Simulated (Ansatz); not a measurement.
**Band gap of insulating or semiconducting compounds of the fluorite structure type: r2SCAN against PBE**

Ansatz (plane waves, PAW); cells keep the symmetry of their structure type. Ansatz (a quantum-chemistry and plane-wave program) is a plane-wave DFT program; potentials: the later of its two PAW sets. No spin-orbit coupling. PBE gaps are read at band edges searched over the zone in cells relaxed at that level, r2SCAN gaps at band edges searched over the zone in cells relaxed at that level. The two cells differ, so the slope holds a volume effect too.

Here x stands for PBE gap and y for r2SCAN gap.

```
solid  PBE gap (eV)  r2SCAN gap (eV)
-----  ------------  ---------------
CdF2           2.92                ?
ZrO2           3.32             3.89
HfO2           3.75             4.30
PbF2           4.42             4.93
SrCl2          5.24             5.94
BaF2           6.73             7.41
CaF2           7.14             8.03
```

The 6 complete rows are fitted with a straight line, y against x. With u = x - 5.1, the rows have u = -1.7800, -1.3500, -0.6800, 0.1400, 1.6300, 2.0400. Means: u 0, y 5.750. About the means, the sum of products is 13.209 and the sum of squares of u is 12.291; the slope is their ratio. Least squares gives y = 5.750 + 1.0747·u. Residuals (row less fit): 0.053, 0.001, -0.089, 0.040, -0.092, 0.088; standard error 0.084 (degrees of freedom: 4). The slope is 1.07 with a standard error of 0.024.

Q: Estimate the missing y (x = 2.92); what did the run itself give?

A: u = -2.1800, so y = 5.750 + 1.0747 × (-2.1800) = 3.407 eV. The calculation gives 3.79 eV, 0.383 eV above the prediction (9.0 % of the range of y in the table). The row lies outside the fitted rows, so this is an extrapolation. From the scatter of the fitted rows alone, a prediction at this place has a standard error of 0.105 eV, so the miss is 3.6 times that.

ZrO2 is here the high-temperature cubic form, which is unstable at 0 K; the monoclinic form is the stable one. HfO2 is here the high-temperature cubic form, which is unstable at 0 K; the monoclinic form is the stable one. PbF2 is here the β form. Spin-orbit coupling is left out, which can shift this property for HfO2, PbF2. The rows are a random draw from the solids of this series computed here; series whose standard error about the line passes 12 to 30 % of the range of y, or with no trend, aren't shown in this form.
